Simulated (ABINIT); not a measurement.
Runs of ABINIT 10.8.3 (patched build) on Bi. The structure is cubic, space group Im-3m (No. 229). Conventional cell: a = 3.963 Å, b = 3.963 Å, c = 3.963 Å, α = 90.00°, β = 90.00°, γ = 90.00°. Around Bi (site symmetry m-3m) lie 8 Bi at 3.43 Å. This isn't the form of Bi at room conditions, which is rhombohedral.

| task | level | potentials or basis | cell | k mesh | cutoff (eV) | smearing | cell freedom (optcell) | optimiser (ionmov) | cutoff smearing ecutsm (Ha) | force stop (Ha/bohr) | stop of the response cycle (tolvrs) | gap on the mesh (eV) | pressure (GPa) | relaxed volume (Å³/atom) |
| --- | --- | --- | --- | --- | --- | --- | --- | --- | --- | --- | --- | --- | --- | --- |
| single point | PBEsol | PseudoDojo NC SR PBEsol v0.4.1 standard | cell relaxed | 7 × 7 × 7 | 898 | fermi-dirac 0.05 eV | - | - | - | - | - | none | -0.1 | - |
| relaxation of cell and atoms | LDA | PseudoDojo NC SR LDA v0.4.1 standard | relaxed | 7 × 7 × 7 | 952 | fermi-dirac 0.05 eV | 2 | 2 | 0.5 | 2e-05 | - | none | 0.0 | 29.90 |
| single point | LDA | PseudoDojo NC SR LDA v0.4.1 standard | cell relaxed | 7 × 7 × 7 | 952 | fermi-dirac 0.05 eV | - | - | - | - | - | none | 0.0 | - |
| elastic constants | PBEsol | PseudoDojo NC SR PBEsol v0.4.1 standard | cell relaxed at zero pressure by an earlier run | 14 × 14 × 14 | 898 | cold (ABINIT) 0.2 eV | - | - | 0.5 | - | 1e-09 | none | -1.2 | - |
| phonon dispersion | LDA | PseudoDojo NC SR LDA v0.4.1 standard | cell relaxed at zero pressure by an earlier run | 8 × 8 × 8 | 952 | fermi-dirac 0.1 eV | - | - | 0.5 | - | 1e-09 | none | -1.2 | - |
| relaxation of cell and atoms | PBEsol | PseudoDojo NC SR PBEsol v0.4.1 standard | relaxed | 7 × 7 × 7 | 898 | fermi-dirac 0.05 eV | 2 | 2 | 0.5 | 2e-05 | - | none | 0.0 | (a) |

Alike in all rows: no spin polarisation.

Problem. Fill in the values left out.

Solution. (a) 30.62.

Caveats: spin-orbit coupling is left out, which moves the levels of the heavy elements; the mesh is coarse for a metal's response (some runs); the cell is under stress, which shifts elastic constants (some runs); some modes are imaginary (some runs).

A k mesh can miss the band edges, and the runs leave out spin-orbit coupling on Bi.

A gap of «none» marks a metal or a gap under the smearing width.
